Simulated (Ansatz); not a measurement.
Run on Fe (simple hexagonal type): DFT, PBE, PAW with Ansatz's default frozen-core files, scalar-relativistic (Ansatz 0.2.0). This run: volume at 0.9 of the series' base cell.

The cell comes from a relaxation on PAW files under the same functional, begun from a prototype that needn't be the stable phase.

Command: `ansatz run input.yaml --threads 1 --pin off --max-ram 3072MiB --backend cpu --events-out ev --progress --plain --runs-dir out` It took 8.9 s on 1 thread of Arm Neoverse V2, on a shared host, peak memory 0.36 GiB.

```yaml
crystal:
  lattice:
    - [2.3927441694, 0.0, 0.0]
    - [-1.1963720847, 2.0721772354, 0.0]
    - [0.0, 0.0, 2.3009888452]
  atoms:
    - { symbol: Fe, position: [0.0, 0.0, 0.0], spin: 2.5 }
magnetization:
  spin_polarized: true
kpoints:
  mp_grid: { grid: [18, 18, 16] }
scf:
  occupations: { method: fermi_dirac, width: 0.08 }
hamiltonian:
  xc: pbe
  pseudopotentials: { kind: paw }
output:
  forces: true
  stress: true
  eigenvalues: true
  populations: true
```

Output:

```
Engine: ansatz 0.2.0
Pseudopotentials: kind: paw
Pseudopotential: Fe, paw, valence charge 16, recommended cutoff 420 eV (normal), Fe.paw.azcp
Functional definition: PBE
  parameter kappa = 0.804
  parameter beta = 0.06672455060314922
  exchange = pbe_x(kappa = kappa, mu = beta*pi^2/3)
  correlation = pbe_c(beta = beta)
Crystal: 1 atoms, lattice volume = 11.409 Å³
Basis set: ecut = 420 eV, 211 PW (Γ), exchange–correlation on 32×32×32 points (8 copies of the dense FFT grid, shifted against one another)
Bands: 14, of which v1, the nominal top of the filled ones, is band 8 counted from 1 (7 counted from 0)
Symmetry: 24 space group operations
Space group: P6/mmm (ITA 191), of the structure as read, at distance tolerance 2.3e-5 Å
Magnetic group: BNS 191.233 (UNI 1463), of the structure as read, at distance tolerance 2.3e-5 Å
k-points: 333 of 5184
Non-local potential: Fe, projectors of the file, l = 0: 3, l = 1: 2, l = 2: 3, l = 3: 1
PAW form: soft (Blöchl's): semilocal exchange-correlation on the pseudo side does not see the compensation charge
PAW one-centre angular grid: Fe, 590 points (default); XC on 64 Gauss nodes
Initial density: superposition of atomic densities (chi_scale 0.1, normalization cell)
Starting moments: Σ|m| = 2.5 μB on 1 of 1 site
Initial wavefunctions: pseudopotential atomic-orbital guess
Functional: x = pbe(κ = 0.804, μ = 0.2195149727645171), c = pbe(β = 0.06672455060314922)
SCF iter   1: F=—  HF=-4479.671346 eV  |F-HF|=—  |Δ(HF+E_count)|=         —  Δρ=1.02e-1 (↑1.02e-1 ↓5.90e-2)  dr2=1.29e0  dr2_m=2.59e-1  M=1.999 μB ∫|m|=2.015 μB  β_m=0.30  ethr=3.10e-3  ⟨swp⟩=5.0  Hψ=45927  notcnv=0
Mixer restart at iter 1: flushing history
preconditioner: auto → none  [metal: Δε(μ)=0.002 eV  Ē_g=14.546 eV  σ=0.080 eV  W_gap=0.01  n_scr=2 (ndim 8)  ℏωp=31.1 eV  f_vac=0.000  D(μ)=1.20/eV (n_scr^D=20)  sad-step TF]
SCF iter   2: F=—  HF=-4479.263006 eV  |F-HF|=—  |Δ(HF+E_count)|=   4.08e-1  Δρ=3.69e-2 (↑2.09e-2 ↓3.69e-2)  dr2=8.57e-2  dr2_m=6.24e-2  M=2.170 μB ∫|m|=2.194 μB  β_m=0.35  ethr=3.10e-3  ⟨swp⟩=2.6  Hψ=19262  notcnv=0  defer=397
SCF iter   3: F=—  HF=-4479.566636 eV  |F-HF|=—  |Δ(HF+E_count)|=   3.04e-1  Δρ=2.01e-2 (↑1.60e-2 ↓2.01e-2)  dr2=1.12e-2  dr2_m=2.77e-2  M=2.189 μB ∫|m|=2.222 μB  β_m=0.62  ethr=5.35e-4  ⟨swp⟩=2.0  Hψ=12478  notcnv=0  defer=398
SCF iter   4: F=—  HF=-4479.900157 eV  |F-HF|=—  |Δ(HF+E_count)|=   3.34e-1  Δρ=7.53e-3 (↑7.53e-3 ↓6.90e-3)  dr2=7.65e-3  dr2_m=2.98e-3  M=2.142 μB ∫|m|=2.186 μB  β_m=0.81  ethr=6.97e-5  ⟨swp⟩=2.5  Hψ=19134  notcnv=0  defer=398
SCF iter   5: F=—  HF=-4479.959227 eV  |F-HF|=—  |Δ(HF+E_count)|=   5.91e-2  Δρ=2.53e-3 (↑2.53e-3 ↓1.23e-3)  dr2=2.31e-4  dr2_m=3.08e-4  M=2.099 μB ∫|m|=2.150 μB  β_m=0.79  ethr=4.78e-5  ⟨swp⟩=2.5  Hψ=20403  notcnv=0  defer=423
SCF iter   6: F=—  HF=-4479.959788 eV  |F-HF|=—  |Δ(HF+E_count)|=   5.61e-4  Δρ=1.83e-3 (↑1.83e-3 ↓4.66e-4)  dr2=1.70e-4  dr2_m=1.19e-4  M=2.095 μB ∫|m|=2.147 μB  β_m=0.89  ethr=1.44e-6  ⟨swp⟩=2.3  Hψ=14333  notcnv=0  defer=423
SCF iter   7: F=—  HF=-4479.959725 eV  |F-HF|=—  |Δ(HF+E_count)|=   6.33e-5  Δρ=1.52e-4 (↑1.52e-4 ↓1.52e-4)  dr2=1.87e-7  dr2_m=2.20e-6  M=2.096 μB ∫|m|=2.149 μB  β_m=0.95  ethr=1.06e-6  ⟨swp⟩=2.0  Hψ=11786  notcnv=0  defer=423
SCF iter   8: F=—  HF=-4479.959727 eV  |F-HF|=—  |Δ(HF+E_count)|=   2.40e-6  Δρ=1.98e-5 (↑1.98e-5 ↓1.20e-5)  dr2=3.63e-8  dr2_m=9.00e-9  M=2.096 μB ∫|m|=2.148 μB  β_m=0.90  ethr=1.17e-9  ⟨swp⟩=2.2  Hψ=14591  notcnv=0  defer=423
SCF iter   9: F=-4479.959727 eV  HF=-4479.959727 eV  |F-HF|=1.19e-9  |Δ(HF+E_count)|=   8.29e-9  Δρ=4.04e-6 (↑4.04e-6 ↓1.14e-6)  dr2=1.25e-9  dr2_m=4.40e-10  M=2.096 μB ∫|m|=2.148 μB  ethr=2.27e-10  ⟨swp⟩=4.8  Hψ=33560  notcnv=0
SCF 1 converged in 9 iterations: F = -4479.959727 eV  dr2 = 1.25e-9
  greatest PAW one-centre occupation: 1.002 electrons in one spin orbital (limit 2), on the Fe atom at site 0 (counted from 0), in its partial waves of l = 1
SCF converged after 9 iterations
Magnetization: 2.0958 μB (9.0479 up, 6.9521 down)
Absolute magnetization: 2.1484 μB (∫|ρ↑−ρ↓|, with the PAW one-centre terms)
Spin contamination: 0.0228 ħ² per cell (⟨S²⟩ above its minimum at these occupations)
Per-site moments (μB) at R_I (Å): [(2.0603915961054566, 0.949157898645)]
Free energy (F): -4479.959727 eV
Harris-Foulkes:  -4479.959727 eV  (|F-HF|=1.19e-9)
Internal energy: -4479.937896 eV  (E = F + TS)
E sigma→0 (E₀):  -4479.948812 eV
Entropy (-TS):   -0.021831 eV (-21.831 meV/atom)
Fermi energy:    18.716830 eV
--- Per-component energies (eV) ---
  E_band       = -212.484106
  E_kinetic    = 353.052557
  E_local      = -2119.307935  (includes V_loc(G=0)·N_el)
  E_nonlocal   = 219.423192
  E_hartree    = 893.690117
  E_xc         = -118.172563
  E_vxc        = -152.192523  (∫ρ·V_xc dr)
  E_paw        = -1367.390224  (= ΣΔE_a)
  E_vpaw       = -300.838706  (= ΣTr[D̂ρ^β])
  E_aug_tail   = 0.001029  (compensation charges beyond the density's cutoff)
  E_ewald      = -2341.234069
  E_smearing   = -0.021831  (= −TS)
  E_closure    = 0.000000  (closes the sum)
  Σ components = -4479.959727   (vs F -4479.959727, Δ=0.00e0)
--- Forces (eV/Å), atoms counted from 1 ---
  atom   1  Fe     0.00000000    -0.00000000     0.00000000
  max |Σ_I F_I| component: 8.22e-32 eV/Å
--- Stress (GPa, compression-positive) ---
       15.437277       0.000000       0.000000
        0.000000      15.437277       0.000000
        0.000000       0.000000      15.442237
  P = ⅓ Tr σ = 15.4389 GPa (154.389 kbar)
--- Band table (eV; the first three rows and the last of 666) ---
  k-point 0 ↑: bands = ["-69.4942", "-35.3260", "-35.1865", "-35.1865", "9.9628", "14.4036", "16.3694", "16.3694", "18.3106", "18.3106", "37.8125", "40.6758", "43.4704", "45.6645"]
  k-point 1 ↑: bands = ["-69.4913", "-35.3471", "-35.1848", "-35.1848", "10.0844", "14.4707", "16.3826", "16.3826", "18.2580", "18.2580", "36.5322", "40.7769", "44.8115", "45.8649"]
  k-point 2 ↑: bands = ["-69.4829", "-35.4071", "-35.1798", "-35.1798", "10.4402", "14.6671", "16.4205", "16.4205", "18.1103", "18.1103", "34.1573", "41.0783", "46.4503", "46.4503"]
  k-point 332 ↓: bands = ["-66.8713", "-33.2821", "-33.1963", "-33.1963", "16.5130", "16.5130", "18.3141", "18.3141", "21.0764", "29.3193", "31.5331", "31.5331", "33.4527", "33.4527"]
--- Löwdin populations: 1 site ---
  site symbol       q [e]    m [muB]
     0     Fe     15.7943     2.1360
  spilling = 0.012859 (of n_electrons = 16.000000)
```

populations.tsv:

```
# site	symbol	l	j	q_up	q_dn
# orbitals = lowdin
# n_electrons = 16.000000
# spilling = 0.012859
0	Fe	0_3S	-	0.991077	0.991280
0	Fe	0_4S	-	0.449846	0.446804
0	Fe	1_3P	-	2.997512	2.996456
0	Fe	2_3D	-	4.526682	2.394605
```

Next run (shape and atoms relaxed at 0.8 of the base cell's volume), as changes to the input before:

```diff
   lattice:
-    - [2.3927441694, 0.0, 0.0]
-    - [-1.1963720847, 2.0721772354, 0.0]
-    - [0.0, 0.0, 2.3009888452]
+    - [2.3015883393, 0.0, 0.0]
+    - [-1.1507941697, 1.9932339709, 0.0]
+    - [0.0, 0.0, 2.2105443211]
   atoms:
   stress: true
-  eigenvalues: true
-  populations: true
+relax:
+  f_tol: 0.005
+  max_steps: 30
+  cell: { stress_tol: 0.11, fix: [volume] }
```

Command: `ansatz run input.yaml --threads 1 --pin off --max-ram 3072MiB --backend cpu --events-out ev --progress --plain --runs-dir out` It took 22 s on 1 thread of Arm Neoverse V2, with other jobs on the host, peak memory 0.35 GiB.

Results part of the output:

```
basis re-selected at this cell: Δ(F+E_penalty+E_count) = -1.205e-6 eV, ΔP = -0.002 GPa vs the last step (what re-selecting the basis moved, of the pressure what is left beyond the Pulay correction that the steps carried, after the strain that the cell walked since its last selection, with what the two solves' SCF thresholds leave and, on support functions, any second-order correction that the steps lacked; it is no measure of the basis error at this ecutwfc). This SCF's stress stands 1.50e-2 GPa from its target on what of the cell is left free (relax.cell.stress_tol is 1.10e-1 GPa) and its largest allowed force component is 0.00e0 eV/Å (relax.f_tol is 5.00e-3 eV/Å): within both
SCF converged after 6 iterations
Magnetization: 1.8117 μB (8.9059 up, 7.0941 down)
Absolute magnetization: 1.8490 μB (∫|ρ↑−ρ↓|, with the PAW one-centre terms)
Spin contamination: 0.0149 ħ² per cell (⟨S²⟩ above its minimum at these occupations)
Per-site moments (μB) at R_I (Å): [(1.7597543526039912, 0.908572656340548)]
Free energy (F): -4479.723728 eV
Harris-Foulkes:  -4479.723728 eV  (|F-HF|=1.82e-12)
Internal energy: -4479.700905 eV  (E = F + TS)
E sigma→0 (E₀):  -4479.712317 eV
Entropy (-TS):   -0.022823 eV (-22.823 meV/atom)
Fermi energy:    21.498997 eV
--- Per-component energies (eV) ---
  E_band       = -170.654405
  E_kinetic    = 357.577294
  E_local      = -1975.326416  (includes V_loc(G=0)·N_el)
  E_nonlocal   = 218.479105
  E_hartree    = 841.677385
  E_xc         = -119.525867
  E_vxc        = -154.039011  (∫ρ·V_xc dr)
  E_paw        = -1367.259135  (= ΣΔE_a)
  E_vpaw       = -300.700693  (= ΣTr[D̂ρ^β])
  E_aug_tail   = 0.000619  (compensation charges beyond the density's cutoff)
  E_ewald      = -2435.323890
  E_smearing   = -0.022823  (= −TS)
  E_closure    = 0.000000  (closes the sum)
  Σ components = -4479.723728   (vs F -4479.723728, Δ=0.00e0)
--- Forces (eV/Å), atoms counted from 1 ---
  atom   1  Fe    -0.00000000     0.00000000     0.00000000
  max |Σ_I F_I| component: 3.29e-32 eV/Å
--- Stress (GPa, compression-positive) ---
       47.347390       0.000000       0.000000
        0.000000      47.347390       0.000000
        0.000000       0.000000      47.324902
  P = ⅓ Tr σ = 47.3399 GPa (473.399 kbar)
--- Relaxed structure (3 steps of the walk, 3 accepted, 1 SCFs on fresh bases) ---
  F+E_penalty+E_count = -4479.72372805 eV   max|allowed force component| = 0.000e0 eV/Å   (the final SCF, on the basis selected at the relaxed cell)
  cell:  # Å, volume = 10.1411 Å³
    - [2.3057350807563135, 2.8919544956954747e-11, 0.0]
    - [-1.1528675404032018, 1.9968251543174722, 0.0]
    - [0.0, 0.0, 2.202600379007389]
  atoms:
    - { symbol: Fe, position: [0.0, 0.0, 0.0] }
```

Next run (volume at 0.8 of the series' base cell), as changes to the input before:

```diff
   lattice:
-    - [2.3015883393, 0.0, 0.0]
-    - [-1.1507941697, 1.9932339709, 0.0]
-    - [0.0, 0.0, 2.2105443211]
+    - [2.3057350808, 0.0, 0.0]
+    - [-1.1528675404, 1.9968251543, 0.0]
+    - [0.0, 0.0, 2.202600379]
   atoms:
   stress: true
-relax:
-  f_tol: 0.005
-  max_steps: 30
-  cell: { stress_tol: 0.11, fix: [volume] }
+  eigenvalues: true
+  populations: true
```

Command: `ansatz run input.yaml --threads 1 --pin off --max-ram 3072MiB --backend cpu --events-out ev --progress --plain --runs-dir out` It took 9 s on 1 thread of Arm Neoverse V2, with other jobs on the host, peak memory 0.35 GiB.

Results part of the output:

```
SCF 1 converged in 10 iterations: F = -4479.723728 eV  dr2 = 2.86e-11
  greatest PAW one-centre occupation: 1.002 electrons in one spin orbital (limit 2), on the Fe atom at site 0 (counted from 0), in its partial waves of l = 1
SCF converged after 10 iterations
Magnetization: 1.8117 μB (8.9059 up, 7.0941 down)
Absolute magnetization: 1.8490 μB (∫|ρ↑−ρ↓|, with the PAW one-centre terms)
Spin contamination: 0.0149 ħ² per cell (⟨S²⟩ above its minimum at these occupations)
Per-site moments (μB) at R_I (Å): [(1.7597453619866443, 0.9085726563375001)]
Free energy (F): -4479.723728 eV
Harris-Foulkes:  -4479.723728 eV  (|F-HF|=8.28e-11)
Internal energy: -4479.700905 eV  (E = F + TS)
E sigma→0 (E₀):  -4479.712317 eV
Entropy (-TS):   -0.022823 eV (-22.823 meV/atom)
Fermi energy:    21.498993 eV
--- Per-component energies (eV) ---
  E_band       = -170.654440
  E_kinetic    = 357.577304
  E_local      = -1975.326580  (includes V_loc(G=0)·N_el)
  E_nonlocal   = 218.479134
  E_hartree    = 841.677513
  E_xc         = -119.525861
  E_vxc        = -154.039002  (∫ρ·V_xc dr)
  E_paw        = -1367.259145  (= ΣΔE_a)
  E_vpaw       = -300.700660  (= ΣTr[D̂ρ^β])
  E_aug_tail   = 0.000619  (compensation charges beyond the density's cutoff)
  E_ewald      = -2435.323890
  E_smearing   = -0.022823  (= −TS)
  E_closure    = 0.000000  (closes the sum)
  Σ components = -4479.723728   (vs F -4479.723728, Δ=0.00e0)
--- Forces (eV/Å), atoms counted from 1 ---
  atom   1  Fe    -0.00000000     0.00000000     0.00000000
  max |Σ_I F_I| component: 4.11e-33 eV/Å
--- Stress (GPa, compression-positive) ---
       47.347309      -0.000000       0.000000
        0.000000      47.347309       0.000000
        0.000000       0.000000      47.324474
  P = ⅓ Tr σ = 47.3397 GPa (473.397 kbar)
--- Band table (eV; the first three rows and the last of 666) ---
  k-point 0 ↑: bands = ["-66.6936", "-32.3691", "-32.2479", "-32.2479", "12.1389", "16.7086", "19.0568", "19.0568", "21.4969", "21.4969", "42.4033", "44.2386", "48.6097", "50.6598"]
  k-point 1 ↑: bands = ["-66.6887", "-32.4013", "-32.2452", "-32.2452", "12.2737", "16.7921", "19.0734", "19.0734", "21.4306", "21.4306", "41.0601", "44.3489", "50.0086", "50.8845"]
  k-point 2 ↑: bands = ["-66.6747", "-32.4928", "-32.2375", "-32.2375", "12.6668", "17.0361", "19.1211", "19.1211", "21.2444", "21.2444", "38.5489", "44.6783", "51.5486", "51.5486"]
  k-point 332 ↓: bands = ["-64.2911", "-30.8200", "-30.7443", "-30.7443", "18.5683", "18.5683", "20.8253", "20.8253", "24.1424", "33.3680", "35.7041", "35.7041", "37.2712", "37.2712"]
--- Löwdin populations: 1 site ---
  site symbol       q [e]    m [muB]
     0     Fe     15.8109     1.8400
  spilling = 0.011821 (of n_electrons = 16.000000)
```

Next run (shape and atoms relaxed at 0.7 of the base cell's volume), as changes to the input before:

```diff
   lattice:
-    - [2.3057350808, 0.0, 0.0]
-    - [-1.1528675404, 1.9968251543, 0.0]
-    - [0.0, 0.0, 2.202600379]
+    - [2.2013900521, 0.0, 0.0]
+    - [-1.1006950261, 1.9064597087, 0.0]
+    - [0.0, 0.0, 2.1143095814]
   atoms:
   stress: true
-  eigenvalues: true
-  populations: true
+  write_density: true
+  write_potential: true
+  elf: true
+  volumetric_format: npy
+relax:
+  f_tol: 0.005
+  max_steps: 30
+  cell: { stress_tol: 0.21, fix: [volume] }
```

Results part of the output:

```
basis re-selected at this cell: Δ(F+E_penalty+E_count) = -2.092e-5 eV, ΔP = +0.037 GPa vs the last step (what re-selecting the basis moved, of the pressure what is left beyond the Pulay correction that the steps carried, after the strain that the cell walked since its last selection, with what the two solves' SCF thresholds leave and, on support functions, any second-order correction that the steps lacked; it is no measure of the basis error at this ecutwfc). The dense FFT grid was sized anew with the basis: this SCF ran on 16×16×15 points, the steps before it on 15×15×15, so part of this shift can come from that change (see relax.cell in the input reference). This SCF's stress stands 9.50e-3 GPa from its target on what of the cell is left free (relax.cell.stress_tol is 2.10e-1 GPa) and its largest allowed force component is 0.00e0 eV/Å (relax.f_tol is 5.00e-3 eV/Å): within both
SCF converged after 8 iterations
Magnetization: 0.4304 μB (8.2152 up, 7.7848 down)
Absolute magnetization: 0.4378 μB (∫|ρ↑−ρ↓|, with the PAW one-centre terms)
Spin contamination: 0.0023 ħ² per cell (⟨S²⟩ above its minimum at these occupations)
Per-site moments (μB) at R_I (Å): [(0.4082405593413896, 0.8385704432917384)]
Free energy (F): -4479.192689 eV
Harris-Foulkes:  -4479.192689 eV  (|F-HF|=2.00e-11)
Internal energy: -4479.158518 eV  (E = F + TS)
E sigma→0 (E₀):  -4479.175604 eV
Entropy (-TS):   -0.034171 eV (-34.171 meV/atom)
Fermi energy:    25.104989 eV
--- Per-component energies (eV) ---
  E_band       = -118.721883
  E_kinetic    = 364.178268
  E_local      = -1808.358737  (includes V_loc(G=0)·N_el)
  E_nonlocal   = 216.586549
  E_hartree    = 782.808278
  E_xc         = -121.218943
  E_vxc        = -156.355825  (∫ρ·V_xc dr)
  E_paw        = -1366.818500  (= ΣΔE_a)
  E_vpaw       = -300.389788  (= ΣTr[D̂ρ^β])
  E_aug_tail   = 0.000812  (compensation charges beyond the density's cutoff)
  E_ewald      = -2546.336246
  E_smearing   = -0.034171  (= −TS)
  E_closure    = 0.000000  (closes the sum)
  Σ components = -4479.192689   (vs F -4479.192689, Δ=0.00e0)
--- Forces (eV/Å), atoms counted from 1 ---
  atom   1  Fe    -0.00000000     0.00000000     0.00000000
  max |Σ_I F_I| component: 2.05e-32 eV/Å
--- Stress (GPa, compression-positive) ---
       88.005002       0.000000      -0.000000
        0.000000      88.005002      -0.000000
       -0.000000      -0.000000      87.990748
  P = ⅓ Tr σ = 88.0003 GPa (880.003 kbar)
--- Band table (eV; the first three rows and the last of 666) ---
  k-point 0 ↑: bands = ["-62.7302", "-28.0905", "-28.0905", "-28.0083", "15.1188", "19.6379", "22.7925", "22.7925", "26.3111", "26.3111", "47.8894", "50.3646", "55.9706", "55.9706"]
  k-point 1 ↑: bands = ["-62.7187", "-28.0845", "-28.0845", "-28.0747", "15.2792", "19.7728", "22.8199", "22.8199", "26.1989", "26.1989", "48.0220", "48.6816", "56.2527", "56.2527"]
  k-point 2 ↑: bands = ["-62.6858", "-28.2623", "-28.0672", "-28.0672", "15.7433", "20.1673", "22.8984", "22.8984", "25.8867", "25.8867", "45.7057", "48.4189", "57.0959", "57.0959"]
  k-point 332 ↓: bands = ["-61.7008", "-28.9019", "-28.1428", "-28.1428", "20.3067", "20.3067", "23.8413", "23.8413", "27.7759", "38.6638", "40.6840", "40.6840", "41.7759", "41.7759"]
--- Relaxed structure (5 steps of the walk, 5 accepted, 1 SCFs on fresh bases) ---
  F+E_penalty+E_count = -4479.19268927 eV   max|allowed force component| = 0.000e0 eV/Å   (the final SCF, on the basis selected at the relaxed cell)
  cell:  # Å, volume = 8.8735 Å³
    - [2.2450369306562474, 2.9439810995782566e-11, -7.9202972013537e-19]
    - [-1.1225184653536195, 1.9442590143678338, 3.96014860076693e-19]
    - [-7.606993701381162e-19, 1.4844506218029886e-32, 2.0328980443436078]
  atoms:
    - { symbol: Fe, position: [0.0, 0.0, 0.0] }
```

Next run (volume at 0.7 of the series' base cell), as changes to the input before:

```diff
   lattice:
-    - [2.2013900521, 0.0, 0.0]
-    - [-1.1006950261, 1.9064597087, 0.0]
-    - [0.0, 0.0, 2.1143095814]
+    - [2.2450369307, 0.0, 0.0]
+    - [-1.1225184654, 1.9442590144, 0.0]
+    - [0.0, 0.0, 2.0328980443]
   atoms:
   stress: true
+  eigenvalues: true
+  populations: true
   write_density: true
   volumetric_format: npy
-relax:
-  f_tol: 0.005
-  max_steps: 30
-  cell: { stress_tol: 0.21, fix: [volume] }
```

Command: `ansatz run input.yaml --threads 1 --pin off --max-ram 3072MiB --backend cpu --events-out ev --progress --plain --runs-dir out` It took 11 s on 1 thread of Arm Neoverse V2 (shared host), peak memory 0.34 GiB.

Results part of the output:

```
SCF 1 converged in 11 iterations: F = -4479.192689 eV  dr2 = 6.96e-10
  greatest PAW one-centre occupation: 1.001 electrons in one spin orbital (limit 2), on the Fe atom at site 0 (counted from 0), in its partial waves of l = 1
SCF converged after 11 iterations
Magnetization: 0.4305 μB (8.2152 up, 7.7848 down)
Absolute magnetization: 0.4379 μB (∫|ρ↑−ρ↓|, with the PAW one-centre terms)
Spin contamination: 0.0023 ħ² per cell (⟨S²⟩ above its minimum at these occupations)
Per-site moments (μB) at R_I (Å): [(0.4083027779026822, 0.8385704432737501)]
Free energy (F): -4479.192689 eV
Harris-Foulkes:  -4479.192689 eV  (|F-HF|=4.45e-10)
Internal energy: -4479.158518 eV  (E = F + TS)
E sigma→0 (E₀):  -4479.175604 eV
Entropy (-TS):   -0.034171 eV (-34.171 meV/atom)
Fermi energy:    25.104957 eV
--- Per-component energies (eV) ---
  E_band       = -118.722377
  E_kinetic    = 364.178190
  E_local      = -1808.360121  (includes V_loc(G=0)·N_el)
  E_nonlocal   = 216.587038
  E_hartree    = 782.809372
  E_xc         = -121.218867
  E_vxc        = -156.355724  (∫ρ·V_xc dr)
  E_paw        = -1366.818696  (= ΣΔE_a)
  E_vpaw       = -300.389880  (= ΣTr[D̂ρ^β])
  E_aug_tail   = 0.000812  (compensation charges beyond the density's cutoff)
  E_ewald      = -2546.336246
  E_smearing   = -0.034171  (= −TS)
  E_closure    = 0.000000  (closes the sum)
  Σ components = -4479.192689   (vs F -4479.192689, Δ=0.00e0)
--- Forces (eV/Å), atoms counted from 1 ---
  atom   1  Fe     0.00000000    -0.00000000     0.00000000
  max |Σ_I F_I| component: 1.03e-33 eV/Å
--- Stress (GPa, compression-positive) ---
       88.005576       0.000000       0.000000
        0.000000      88.005576      -0.000000
        0.000000      -0.000000      87.991196
  P = ⅓ Tr σ = 88.0008 GPa (880.008 kbar)
--- Band table (eV; the first three rows and the last of 666) ---
  k-point 0 ↑: bands = ["-62.7303", "-28.0906", "-28.0906", "-28.0083", "15.1188", "19.6379", "22.7924", "22.7924", "26.3110", "26.3110", "47.8894", "50.3646", "55.9706", "55.9706"]
  k-point 1 ↑: bands = ["-62.7188", "-28.0845", "-28.0845", "-28.0748", "15.2792", "19.7727", "22.8198", "22.8198", "26.1988", "26.1988", "48.0220", "48.6816", "56.2527", "56.2527"]
  k-point 2 ↑: bands = ["-62.6859", "-28.2624", "-28.0673", "-28.0673", "15.7433", "20.1672", "22.8984", "22.8984", "25.8866", "25.8866", "45.7057", "48.4189", "57.0959", "57.0959"]
  k-point 332 ↓: bands = ["-61.7008", "-28.9019", "-28.1428", "-28.1428", "20.3068", "20.3068", "23.8414", "23.8414", "27.7759", "38.6638", "40.6840", "40.6840", "41.7759", "41.7759"]
--- Löwdin populations: 1 site ---
  site symbol       q [e]    m [muB]
     0     Fe     15.8382     0.4351
  spilling = 0.010115 (of n_electrons = 16.000000)
```

The magnetic state is the one reached from the start moments; other orders weren't searched.
